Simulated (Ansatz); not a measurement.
Computed with DFT PBE, scalar-relativistic, plane waves, PAW in Ansatz. All cells share a 420 eV cutoff and Γ-centred k meshes spaced at most about 0.3 Å⁻¹ (about 0.25 or finer for metals, 2π included). No spin polarisation.

Each guess is relaxed in cell and atoms at zero pressure, on a coarse mesh first where it starts far from rest and then on a converged one. The steps can't lower the symmetry of the start, but it can rise. Energies are static (0 K, no zero-point motion).

Two unrelaxed guesses for Li2H:

Guess 1.

```xyz
6
Lattice="2.7551 0.0000 0.0000 -1.3776 2.3860 0.0000 0.0000 0.0000 9.3432" Properties=species:S:1:pos:R:3 pbc="T T T"
Li    0.0000    1.5907    3.6504
Li    1.3776    0.7953    8.3220
Li    0.0000    1.5907    1.0212
Li    1.3776    0.7953    5.6928
H     0.0000    0.0000    2.3358
H     0.0000    0.0000    7.0074
```

Guess 2.

```xyz
3
Lattice="1.3994 -1.9970 0.0000 1.3994 1.9970 0.0000 0.0000 0.0000 5.8248" Properties=species:S:1:pos:R:3 pbc="T T T"
Li    0.0000    0.0000    3.9707
Li    0.0000    0.0000    1.8541
H     1.3994    0.0000    0.0000
```

Question: Which guess leads to the lower structure, and by how much?

Answer: Guess 1 ends lower, by 37 meV/atom. Guess 1: P6_3/mmc at 10.2 Å³/atom → P6_3/mmc at 11.7 Å³/atom; Guess 2: Cmmm at 10.9 Å³/atom → Cmmm at 13.2 Å³/atom. Counting H atoms around Li (those within 1.25 times the shortest such distance or 1.15 times the sum of covalent radii, 1.27 where that leaves under three), the end of guess 1 has Li 3 and the end of guess 2 has Li 2. End of guess 1. Conventional cell: a = 2.809 Å, c = 10.246 Å. Li has 3 H at 2.05 Å, 1 Li at 2.50 Å and 6 Li at 2.81 Å; H has 6 Li at 2.05 Å. End of guess 2. Conventional cell: a = 2.732 Å, b = 5.462 Å, c = 5.323 Å. Li is surrounded by 2 H at 1.86 Å, 1 Li at 2.53 Å and 3 Li at 2.73–2.79 Å; around H lie 4 Li at 1.86 Å.

Ends held by symmetry can be saddle points. Neither end is the lowest form computed: that has space group Pmmn (No. 59) and lies 45 meV/atom below the better end. With hydrogen, zero-point motion can shift such differences by 10 meV/atom or more. Some candidate types were left out of the draw beforehand, so a known form may be missing.
